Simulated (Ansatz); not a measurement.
HgTe, 2 atoms in the cell. The structure is cubic, space group Fm-3m (No. 225). Conventional cell: a = 6.360 Å, b = 6.360 Å, c = 6.360 Å, α = 90.00°, β = 90.00°, γ = 90.00°. Around Hg (site symmetry m-3m) lie 6 Te at 3.18 Å. Te (site symmetry m-3m) is surrounded by 6 Hg at 3.18 Å. Measurements of this composition are mostly on another form, of space group No. 216.

```yaml
Program: Ansatz 0.2.0
Task: band structure
Functional: LDA
Potentials_or_basis: Ansatz PAW
Cutoff: "420 eV (not typed: the program's choice for these potentials)"
k_mesh: 5 × 5 × 5
Occupations: fermi-dirac, width 0.05 eV
Spin: spin-orbit coupling, no magnetisation
Path: "[[\"G\", \"X\", \"W\", \"K\", \"G\", \"L\", \"U\", \"W\", \"L\", \"K\"], [\"U\", \"X\"]]"
Points_for_each_segment_of_the_path: 14
```

Potentials or basis: Ansatz PAW.

The run is started by

```bash
$ ansatz run input.yaml --threads 2 --pin off --max-ram 5632MiB --backend cpu --events-out ev --progress --plain --runs-dir out
```

Hardware: 2 threads of Arm Neoverse V1 (shared host).

Task: How long does it take, and how much memory?

Result: It took 25 s on 2 threads of Arm Neoverse V1 (shared host), peak memory 0.64 GiB. Counts: scf iterations 7, plane waves 1243, k points 10, bands 42.
